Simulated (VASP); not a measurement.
Runs of VASP 6.6.1 on LiCl. Symmetry: Fm-3m, No. 225, cubic system. Conventional cell: a = 5.130 Å, b = 5.130 Å, c = 5.130 Å, α = 90.00°, β = 90.00°, γ = 90.00°. Cl (site symmetry m-3m) has 6 Li at 2.56 Å as nearest neighbours. Li (site symmetry m-3m) is surrounded by 6 Cl at 2.56 Å. 

```tsv
level	potentials or basis	gap on the mesh (eV)
r2SCAN	VASP PAW PBE potentials, release 64 (Cl, Li_sv)	7.30
PBE	VASP PAW PBE potentials, release 64 (Cl, Li_sv)	(a)
LDA	VASP PAW LDA potentials, release 64 (Cl, Li_sv)	6.00
PBEsol	VASP PAW PBE potentials, release 64 (Cl, Li_sv)	6.14
```

Alike in all rows: task band structure; no spin polarisation; cell as given; k mesh 10 × 10 × 10; cutoff (eV) 520; smearing gaussian 0.02 eV.

Problem. Estimate the missing entries.

Solution. (a) 6.34.

